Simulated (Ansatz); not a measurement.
V:

```
CELL_PARAMETERS angstrom
-1.51435 1.51435 1.51435
1.51435 -1.51435 1.51435
1.51435 1.51435 -1.51435
ATOMIC_POSITIONS crystal
V 0.00000 0.00000 0.00000
```

- Program: Ansatz 0.2.0
- Task: relaxation of cell and atoms
- Functional: BLYP
- Dispersion: D4
- Potentials or basis: all-electron LAPW, scalar-relativistic
- Basis error allowed: 0.001 eV/atom
- k mesh: 12 × 12 × 12
- Occupations: fermi-dirac, width 0.05 eV
- Spin: collinear spin, ferromagnetic start
- Starting moments: [2.0] μB

At the start: volume 13.89 Å³/atom.

**Question.** How do energy, volume and symmetry change on relaxing?

**Answer.** Over 5 steps the energy falls by 16.0 meV/atom and the volume is 13.25 Å³/atom (-4.6 %); space group Im-3m (No. 229, to 0.05 Å); moment 0.00 μB per cell.

Step by step:
```tsv
step	energy change (eV)	largest force (eV/Å)	volume (Å³)
1	0.0000	0.0000	13.89
2	-0.0158	0.0000	13.18
3	-0.0160	0.0000	13.26
4	-0.0160	0.0000	13.25
5	-0.0160	0.0000	13.25
```

Final structure:
```xyz
1
Lattice="-1.4907 1.4907 1.4907 1.4907 -1.4907 1.4907 1.4907 1.4907 -1.4907" Properties=species:S:1:pos:R:3 pbc="T T T"
V     0.0000    0.0000    0.0000
```

Caveat: the starting moments weren't kept.
